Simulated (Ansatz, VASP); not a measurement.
**Two plane-wave programs on C**

File INCAR:

```
SYSTEM = C
ALGO = Normal ; DIPOL = 0.5 0.5 0.352
EDIFF = 1E-6 ; ENCUT = 520
GGA = PE ; IDIPOL = 3
ISIF = 2 ; ISMEAR = 0
IVDW = 12 ; LASPH = .True.
LCHARG = .True. ; LDIPOL = .True.
LELF = .True. ; LREAL = .False.
LVACPOTAV = .True. ; LVHAR = .True.
LWAVE = .False. ; NBANDS = 16
NELM = 80 ; PREC = Accurate
SIGMA = 0.1
```

The input KPOINTS:

```
k-points
0
Gamma
  15 15 1
  0 0 0
```

Contents of POSCAR:

```
C
1.0
    2.4657189577      0.0000000000      0.0000000000
   -1.2328594788      2.1353752560      0.0000000000
    0.0000000000      0.0000000000     17.5000000000
C
4
Direct
    0.3333333333      0.6666666667      0.2571428571
    0.6666666667      0.3333333333      0.2571428571
    0.3333333333      1.1666666667      0.4462857143
    0.0000000000      1.5000000000      0.4462857143
```

Input for Ansatz:

```yaml
crystal:
  lattice:
    - [2.4657189577, 0.0, 0.0]
    - [-1.2328594788, 2.135375256, 0.0]
    - [0.0, 0.0, 17.5]
  atoms:
    - { symbol: C, position: [0.3333333333, 0.6666666667, 0.2571428571] }
    - { symbol: C, position: [0.6666666667, 0.3333333333, 0.2571428571] }
    - { symbol: C, position: [0.3333333333, 1.1666666667, 0.4462857143] }
    - { symbol: C, position: [0.0, 1.5, 0.4462857143] }
basis:
  ecutwfc: 420
kpoints:
  mp_grid: { grid: [15, 15, 1] }
hamiltonian:
  xc: pbe
  dispersion: d3bj
scf:
  occupations: { method: gaussian, width: 0.1 }
output:
  forces: true
  eigenvalues: true
efield:
  axis: 3
  dipole_correction: true
  ramp_width: 0.04
```

Alike in both runs: task single point; functional PBE; dispersion D3(BJ); k mesh 15 × 15 × 1; occupations gaussian, width 0.1 eV; no spin polarisation.

|  | VASP | Ansatz |
| --- | --- | --- |
| version | VASP 6.6.1 | Ansatz 0.2.0 |
| potentials or method | VASP PAW PBE potentials, release 64 (C) | scalar-relativistic, plane waves, PAW |
| plane-wave cutoff (eV) | 520 | 420 |
| valence electrons in the cell | 16 | 16 |

|  | VASP | Ansatz | Ansatz less VASP |
| --- | --- | --- | --- |
| gap on the k mesh at the Fermi level (eV) | 0.48 | 0.48 | 0.000 |
| least direct gap on the mesh (eV) | 0.48 | 0.48 | 0.000 |
| rms of the force components (eV/Å) | 0.022 | 0.022 | -0.0002 |

Atom by atom the forces differ by 0.000 eV/Å (rms over components).
